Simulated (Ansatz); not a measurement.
**Ligand exchange: C3H9MgN + C2H4O2 → C3H8MgO + C2H5NO**

Species: C3H9MgN `C[CH](C)[Mg][NH2]`, singlet; C2H4O2 (acetic acid) `CC(=O)O`, singlet; C3H8MgO `C[CH](C)[Mg][OH]`, singlet; C2H5NO (acetamide) `CC(N)=O`, singlet. The partners trade NH2 for OH: Mg–NH2 and C–OH bonds give way to Mg–OH and C–NH2.

Shapes, held fixed at every level: PBE0-D4/def2-TZVP. Flexible molecules stand in one conformer, not always the lowest. Programs: Ansatz 0.2.0. Electronic energies: no zero-point or thermal term.

**Question.** Estimate ΔE of this reaction.

**Answer.** The highest level, CCSD(T)/def2-TZVPP, gives ΔE = -59.0 kJ/mol; the levels span -69.7 to -59.0. The column of differences is taken from that level and isn't an error. No measured value is set beside it here. Outer-core shells of Mg are correlated in most correlated rows, in sets that cover them unevenly.

| level | kind | ΔE (kJ/mol) | less CCSD(T)/def2-TZVPP |
| --- | --- | --- | --- |
| HF/def2-SVP | Hartree–Fock | -69.7 | -10.7 |
| r2SCAN-D4/def2-TZVPP | meta-GGA | -65.3 | -6.3 |
| r2SCAN0-D4/def2-TZVPP | global hybrid | -66.6 | -7.6 |
| wB97X-V/def2-TZVPP | range-separated hybrid | -64.0 | -5.0 |
| MP2/def2-SVP | perturbation theory | -66.1 | -7.1 |
| MP2/def2-TZVPP | perturbation theory | -64.7 | -5.7 |
| CCSD/def2-TZVPP | coupled cluster or CI | -60.6 | -1.6 |
| CCSD(T)/def2-TZVPP | coupled cluster or CI | -59.0 | 0.0 |
